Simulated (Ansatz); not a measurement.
The system is TePt.

```xyz
4
Lattice="1.9816 1.1441 6.6610 -1.9816 1.1441 6.6610 0.0000 -2.2881 6.6610" Properties=species:S:1:pos:R:3 pbc="T T T"
Pt    0.0000    0.0000    2.5911
Pt    0.0000    0.0000   17.3920
Te    0.0000    0.0000    8.0332
Te    0.0000    0.0000   11.9499
```

- Program: Ansatz 0.2.0
- Task: relaxation of cell and atoms
- Functional: PBEsol
- Dispersion: D3(BJ)
- Potentials or basis: Ansatz PAW
- Cutoff: 420 eV (not typed: the program's choice for these potentials)
- k mesh: 8 × 8 × 8
- Occupations: fermi-dirac, width 0.05 eV
- Spin: no spin polarisation

At the start: volume 22.65 Å³/atom.

Question: Where does the relaxation end?

Answer: It ends after 8 steps and the volume is 21.26 Å³/atom (-6.1 %); space group R-3m (No. 166, to 0.05 Å).

The path:
```csv
step,energy change (eV),largest force (eV/Å),volume (Å³)
1,0.0000,0.1819,90.60
2,-0.0300,0.2359,81.36
3,-0.0897,0.0353,85.99
4,-0.0933,0.0505,85.25
5,-0.0944,0.0251,85.13
6,-0.0945,0.0181,85.05
7,-0.0945,0.0002,85.03
8,-0.0929,0.0003,85.03
```

Final structure:
```
CELL_PARAMETERS angstrom
1.96121 1.13231 6.38202
-1.96121 1.13231 6.38202
0.00000 -2.26461 6.38202
ATOMIC_POSITIONS crystal
Pt 0.12907 0.12907 0.12907
Pt 0.87093 0.87093 0.87093
Te 0.39795 0.39795 0.39795
Te 0.60205 0.60205 0.60205
```

Caveat: the plane-wave basis is chosen anew once the cell has moved, so the energies of steps on either side of that aren't comparable; pairwise dispersion overbinds metals, which lowers pressure and volume; the PAW data sets come from PBE, with cores solved anew for the run's functional, which leaves a small shift of forces and pressure.
